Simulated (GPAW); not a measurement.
# MgB2 (P6/mmm) in GPAW: a series of runs

Aim: see how the results for MgB2 move with the level of theory and the settings. Levels: PBE, r2SCAN. Tasks: single point.

All numbers are computed with GPAW 26.7.0; they aren't measurements. Logs are shortened: lines on timing, memory, paths and dates and some standing lists are left out, and cuts for length are marked. The log counts tension as positive stress, the text compression.

## (1) The structure

Symmetry: P6/mmm, No. 191, hexagonal system. The conventional cell has a = 3.085 Å, b = 3.085 Å, c = 3.523 Å, α = 90.00°, β = 90.00°, γ = 120.00°. Around Mg (site symmetry 6/mmm) lie 12 B at 2.51 Å. B (site symmetry -6m2) is surrounded by 3 B at 1.78 Å.

## (2) Single point, PBE

Input file run.py:

```python
from ase.dft.bandgap import bandgap
from ase.io import read, write
from ase.units import GPa
from gpaw import GPAW, PW

atoms = read('MgB2.xyz')

calc = GPAW(mode=PW(550),
            xc='PBE',
            kpts={'size': (8, 8, 6), 'gamma': True},
            occupations={'name': 'fermi-dirac', 'width': 0.05},
            nbands=17,
            maxiter=120,
            txt='gpaw.txt')
atoms.calc = calc
energy = atoms.get_potential_energy()
forces = atoms.get_forces()
stress = atoms.get_stress()
calc.write('gs.gpw')
write('result.traj', atoms)
print(f'Energy: {energy:.6f} eV')
print('Forces (eV/A):')
print(forces.round(4))
print('Stress (GPa):', (stress / GPa).round(3))
print('Fermi level:', round(calc.get_fermi_level(), 4), 'eV')
print(f'Gap: {bandgap(calc)[0]:.4f} eV, direct: {bandgap(calc, direct=True)[0]:.4f} eV')
```

Input file MgB2.xyz:

```xyz
3
Lattice="3.0850000000 0.0000000000 0.0000000000 -1.5425000000 2.6716883707 0.0000000000 0.0000000000 0.0000000000 3.5230000000" Properties=species:S:1:pos:R:3 pbc="T T T"
Mg     0.0000000000      0.0000000000      0.0000000000
B      1.5425000002      0.8905627901      1.7615000000
B     -0.0000000002      1.7811255806      1.7615000000
```

Potentials or basis: GPAW PAW data sets (gpaw-data 1.2.1), pw.

On the command line:

```console
> OMP_NUM_THREADS=1 python run.py
```

gpaw.txt:

```text
__  _  _
 | _ |_)|_||  |
 |__||  | ||/\| - 26.7.0

Input parameters:
  mode=PW(ecut=550.0),
  kpts=MonkhorstPack(size=(8, 8, 6), gamma=True),
  maxiter=120,
  nbands=17,
  occupations=Occupations(name='fermi-dirac', width=0.05),
  xc=XC(name='PBE')

Diagonalizing LCAO Hamiltonian
Converting LCAO to pw mode

         B  B

       Mg

Atoms  # Å, Bohr magnetons
|   | symbol |         x |        y |        z |    initial magnetic moments |
|---|--------|-----------|----------|----------|-----------------------------|
| 0 |     Mg |  0.000000 | 0.000000 | 0.000000 | ( 0.0000,  0.0000,  0.0000) |
| 1 |      B |  1.542500 | 0.890563 | 1.761500 | ( 0.0000,  0.0000,  0.0000) |
| 2 |      B | -0.000000 | 1.781126 | 1.761500 | ( 0.0000,  0.0000,  0.0000) |

Unit cell  # Å
| periodic |         x |        y |        z |  lengths |     angles |
|----------|-----------|----------|----------|----------|------------|
|      yes |  3.085000 | 0.000000 | 0.000000 | 3.085000 |  90.000000 |
|      yes | -1.542500 | 2.671688 | 0.000000 | 3.085000 |  90.000000 |
|      yes |  0.000000 | 0.000000 | 3.523000 | 3.523000 | 120.000000 |

Number of symmetries: 24
Symmetry operations  # r_c * U_cc + t_c -> r_c
|    | kind |            matrix            |
|----|------|------------------------------|
|  0 |  σ   |  1, 1, 0,  0,-1, 0,  0, 0, 1 |
|  1 |  C2  |  1, 1, 0,  0,-1, 0,  0, 0,-1 |
|  2 |  C6  |  1, 1, 0, -1, 0, 0,  0, 0, 1 |
|  3 |  S6  |  1, 1, 0, -1, 0, 0,  0, 0,-1 |
|  4 |  E   |  1, 0, 0,  0, 1, 0,  0, 0, 1 |
|  5 |  σ   |  1, 0, 0,  0, 1, 0,  0, 0,-1 |
|  6 |  σ   |  1, 0, 0, -1,-1, 0,  0, 0, 1 |
|  7 |  C2  |  1, 0, 0, -1,-1, 0,  0, 0,-1 |
|  8 |  σ   |  0, 1, 0,  1, 0, 0,  0, 0, 1 |
|  9 |  C2  |  0, 1, 0,  1, 0, 0,  0, 0,-1 |
| 10 |  C3  |  0, 1, 0, -1,-1, 0,  0, 0, 1 |
| 11 |  S3  |  0, 1, 0, -1,-1, 0,  0, 0,-1 |
| 12 |  C6  |  0,-1, 0,  1, 1, 0,  0, 0, 1 |
| 13 |  S6  |  0,-1, 0,  1, 1, 0,  0, 0,-1 |
| 14 |  σ   |  0,-1, 0, -1, 0, 0,  0, 0, 1 |
| 15 |  C2  |  0,-1, 0, -1, 0, 0,  0, 0,-1 |
| 16 |  σ   | -1, 0, 0,  1, 1, 0,  0, 0, 1 |
| 17 |  C2  | -1, 0, 0,  1, 1, 0,  0, 0,-1 |
| 18 |  C2  | -1, 0, 0,  0,-1, 0,  0, 0, 1 |
| 19 |  i   | -1, 0, 0,  0,-1, 0,  0, 0,-1 |
| 20 |  C3  | -1,-1, 0,  1, 0, 0,  0, 0, 1 |
| 21 |  S3  | -1,-1, 0,  1, 0, 0,  0, 0,-1 |
| 22 |  σ   | -1,-1, 0,  0, 1, 0,  0, 0, 1 |
| 23 |  C2  | -1,-1, 0,  0, 1, 0,  0, 0,-1 |

BZ-sampling:
  Number of BZ points: 384
  Number of IBZ points: 40

  Monkhorst-Pack size: [8, 8, 6]
  Monkhorst-Pack shift: [0.0625, 0.0625, 0.08333333333333333]

K-points  # in reciprocal-cell coordinates
|     |                                coordinates |     weight |
|-----|--------------------------------------------|------------|
|   0 | (  0.00000000,   0.00000000,   0.00000000) | 0.00260417 |
|   1 | (  0.00000000,   0.00000000,   0.16666667) | 0.00520833 |
|   2 | (  0.00000000,   0.00000000,   0.33333333) | 0.00520833 |
|   3 | (  0.00000000,   0.00000000,   0.50000000) | 0.00260417 |
|   4 | (  0.12500000,   0.00000000,   0.00000000) | 0.01562500 |
|   5 | (  0.12500000,   0.00000000,   0.16666667) | 0.03125000 |
|   6 | (  0.12500000,   0.00000000,   0.33333333) | 0.03125000 |
|   7 | (  0.12500000,   0.00000000,   0.50000000) | 0.01562500 |
|   8 | (  0.25000000,  -0.12500000,   0.00000000) | 0.01562500 |
|   9 | (  0.25000000,  -0.12500000,   0.16666667) | 0.03125000 |
| ... |                                            |            |
|  39 | (  0.50000000,   0.50000000,   0.50000000) | 0.00781250 |

Plane wave coefficients: 864
Cutoff: 550.0 eV

Spin-components: 1 (collinear spins)
Bands:           17
Projectors:      15
Spin-degeneracy: 2
Datatype:        complex128

Parallelization:
  kpt:    1
  domain: 1
  band:   1

Density:
  Valence electrons: 16.0
  Components: 1
  Grid points: [18 18 20]
  Charge: 0.0  # |e|

Potential:
  Grid points: [18 18 20]

species:
  Mg:
    name:    Magnesium
    Z:       12.0
    valence: 10
    core:    2
    charge:  0.0  # [|e|]
    compensation charges:
      type: gauss
      rc: 0.33  # [Å]
      lmax: 2
    cutoffs:
      filter: 1.86  # [Å]
      core: 0.54  # [Å]
    projectors
    | kind |    occ | energy [eV] | rcut [Å] |
    |------|--------|-------------|----------|
    |   2s |  2.000 |     -79.840 |    1.090 |
    |   3s |  2.000 |      -4.705 |    1.090 |
    |   2p |  6.000 |     -46.613 |    1.085 |
    |   3p |  0.000 |      -1.330 |    1.085 |
    |    d |        |       0.000 |    1.037 |

    Using partial waves for Mg as LCAO basis

  B:
    name:    Boron
    Z:       5.0
    valence: 3
    core:    2
    charge:  0.0  # [|e|]
    compensation charges:
      type: gauss
      rc: 0.20  # [Å]
      lmax: 2
    cutoffs:
      filter: 1.14  # [Å]
      core: 1.38  # [Å]
    projectors
    | kind |    occ | energy [eV] | rcut [Å] |
    |------|--------|-------------|----------|
    |   2s |  2.000 |      -9.443 |    0.635 |
    |   2p |  1.000 |      -3.606 |    0.635 |
    |    s |        |      17.768 |    0.635 |
    |    p |        |      23.605 |    0.635 |
    |    d |        |       0.000 |    0.635 |

    Using partial waves for B as LCAO basis

Reference energy: -6788.624023  # eV

eigensolver:
  PPCG
  Converge bands: occupied
  niter=2

density mixing:
  MSR1-Mixer
  Pratt-step length: 0.05
  Maximum mixing coefficient: 0.75
  Old densities: 10
  SVD Regularization: 0.005
  Good broyden scale: 1.0
  Trust region scale: 1.0
  Backstep threshold: 4.0
  History deletion threshold: 6.0
  Fourier metric: weight=20.0, sigma=0.015

occupation numbers:
  Fermi-Dirac:
    width: 0.0500  # eV

poisson solver:
  ecut: 4400.0  # eV

xc functional:
  name: PBE with 2 nearest neighbor stencil

convergence criteria:
- Maximum [total energy] change in last 3 cyles: 0.0005 eV / valence electron
- Maximum integral of absolute [dens]ity change: 0.0001 electrons / valence electron
- Maximum integral of absolute [eigenst]ate change: 4e-08 eV^2 / valence electron
maximum number of iterations: 120

SCF iterations
|iter     | |      energy | eigst |  dens |
|---------|-|-------------|-------|-------|
|iter:   1| |  -16.843095 | +0.04 |       |
|iter:   2| |  -16.572572 | -2.42 | -0.95 |
|iter:   3| |  -15.394052 | -1.33 | -0.99 |
|iter:   4| |  -15.393068 | -3.34 | -1.79 |
|iter:   5| |  -15.394580c| -3.82 | -2.10 |
|iter:   6| |  -15.394519c| -5.17 | -2.87 |
|iter:   7| |  -15.394504c| -5.98 | -3.39 |
|iter:   8| |  -15.394504c| -7.89c| -4.15c|

Converged in 8 steps
Energy contributions relative to reference atoms: (reference = -6788.624023)

Energy contributions:
  Kinetic:          10.308009
  Coulomb:          -6.367933
  Zero:             -0.031172
  External:          0.000000
  Xc:              -19.298348
  Entropy:          -0.010121
  Spinorbit:         0.000000
  ----------------------------
  Free energy:     -15.399565
  Extrapolated:    -15.394504

dipole moment: (-2.214990, -3.836475, -5.058937)  # |e|*Ang

Fermi level: 7.208
Eigenvalues  # (at kpt = [0.000, 0.000, 0.000])
| band index |      eig [eV] | occ [0-2] |
|------------|---------------|-----------|
|          0 |       -68.080 |     2.000 |
|          1 |       -34.852 |     2.000 |
|          2 |       -34.852 |     2.000 |
|          3 |       -34.839 |     2.000 |
|          4 |        -5.198 |     2.000 |
|          5 |         4.276 |     2.000 |
|          6 |         7.564 |     0.002 |
|          7 |         7.564 |     0.002 |
|          8 |         8.871 |     0.000 |
|          9 |        13.505 |     0.000 |
|         10 |        13.505 |     0.000 |
|         11 |        15.285 |     0.000 |
|         12 |        17.135 |     0.000 |
|         13 |        19.899 |     0.000 |
|        ... |               |           |
|         16 |        26.285 |     0.000 |

No gap
No difference between direct/indirect transitions

Forces  # eV/Ang
|        x |       y |       z |
|----------|---------|---------|
| -0.00000 | 0.00000 | 0.00000 |  # Mg   0
|  0.00000 | 0.00000 | 0.00000 |  # B    1
| -0.00000 | 0.00000 | 0.00000 |  # B    2

Stress tensor  # eV/Ang^3
|         x |        y |        z |
|-----------|----------|----------|
|  0.005784 | 0.000000 | 0.000000 |
| -0.000000 | 0.005784 | 0.000000 |
|  0.000000 | 0.000000 | 0.009924 |

# Writing to gs.gpw (mode='')
```

Wall time 19 s (1 thread of Arm Neoverse N1, shared host); peak memory 0.14 GiB.

These settings aren't checked as converged: the numbers below hold their error.

Results:

```
Free energy            : -15.3996 eV
Pressure               : -1.1 GPa
Band gap on the k mesh : none (metal or under the smearing width)
```

Caveat: the cutoff is short for stress and forces, so pressures can be off by a GPa or more.

## (3) Single point, r2SCAN

Changes to run.py since step 2:

```diff
@@ -1,3 +1,4 @@
+from ase import Atoms
 from ase.dft.bandgap import bandgap
-from ase.io import read, write
+from ase.io import write
 from ase.units import GPa
@@ -5,6 +6,13 @@
 
-atoms = read('MgB2.xyz')
+atoms = Atoms(['Mg', 'B', 'B'],
+              cell=[[3.085, 0.0, 0.0],
+                    [-1.5425, 2.6716883707, 0.0],
+                    [0.0, 0.0, 3.523]],
+              scaled_positions=[[0.0, 0.0, 0.0],
+                                [0.6666666667, 0.3333333333, 0.5],
+                                [0.3333333333, 0.6666666667, 0.5]],
+              pbc=True)
 
-calc = GPAW(mode=PW(550),
-            xc='PBE',
+calc = GPAW(mode=PW(600),
+            xc='MGGA_X_R2SCAN+MGGA_C_R2SCAN',
             kpts={'size': (8, 8, 6), 'gamma': True},
```

Potentials or basis: GPAW PAW data sets (gpaw-data 1.2.1), pw.

On the command line:

```console
> OMP_NUM_THREADS=1 python run.py
```

Wall time 31 s (1 thread of Arm Neoverse V2, shared host); peak memory 0.19 GiB.

It converged, with:

```yaml
Free_energy: -19.3909 eV
Pressure: -2.0 GPa
Band_gap_on_the_k_mesh: none (metal or under the smearing width)
```

Stress tensor (GPa, compression positive):
```
-1.90  0.00  0.00
 0.00 -1.90  0.00
 0.00  0.00 -2.06
```

Levels at points of the mesh, in eV from the Fermi level:
```tsv
k point	band 6	band 7	band 8	band 9	band 10	band 11
(0.00, 0.00, 0.00)	-3.15	0.36	0.36	1.96	6.60	6.60
(0.00, 0.00, 0.50)	-7.75	0.76	0.76	6.92	6.92	8.54
(0.50, 0.50, 0.00)	-8.30	-2.34	0.17	3.26	4.09	5.76
(0.50, 0.50, 0.50)	-7.38	-3.77	-2.04	-1.24	6.00	9.50
```

Caveat: the cutoff is short for stress and forces, so pressures can be off by a GPa or more; the PAW data sets were made with another functional, which shifts forces and pressure a little.
